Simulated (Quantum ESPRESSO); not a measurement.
The system is SrO.

```
Sr O
1.0
     0.00000    2.56630    2.56630
     2.56630    0.00000    2.56630
     2.56630    2.56630    0.00000
Sr O
1 1
Direct
  0.50000 0.50000 0.50000
  0.00000 0.00000 0.00000
```

```yaml
Program: Quantum ESPRESSO 7.5
Task: phonons
Functional: PBE
Potentials_or_basis: SPMS 1.0 PBE
Cutoff: 1197 eV
Density_cutoff: 4789 eV
k_mesh: 6 × 6 × 6, shifted
Occupations: fermi-dirac, width 0.05 eV
Spin: no spin polarisation
Mixing_beta: 0.5
Most_SCF_iterations: 120
SCF_threshold: 4e-10 Ry
```

The first run showed a gap, so the response started from a second, tighter run with fixed occupations.

Q: What is the highest optical frequency at the zone centre, leaving out the macroscopic field of polar modes?

A: 210 cm⁻¹, a mode of symmetry T1u (IR). With the field the highest mode lies at 464 cm⁻¹.

Optical modes at Γ, degenerate ones joined, polar ones without the macroscopic field:
| cm⁻¹ | components | symmetry | active in | IR intensity, summed ((D/Å)²/amu) |
| --- | --- | --- | --- | --- |
| 210 | 3 | T1u | IR | 30.81 |

Zone-centre frequencies without and with the macroscopic field along z (cm⁻¹):
|  | optical modes in rising order |
| --- | --- |
| without | 210 210 210 |
| with the field | 210 210 464 |

Born effective charge tensors (e):
atom 1, Sr
```
2.45 0.00 0.00
0.00 2.45 0.00
0.00 0.00 2.45
```
atom 2, O
```
-2.45  0.00  0.00
 0.00 -2.45  0.00
 0.00  0.00 -2.45
```

Electronic dielectric tensor:
```
3.78 0.00 0.00
0.00 3.78 0.00
0.00 0.00 3.78
```

Static dielectric tensor, electrons and zone-centre modes:
```
18.41  0.00  0.00
 0.00 18.41  0.00
 0.00  0.00 18.41
```
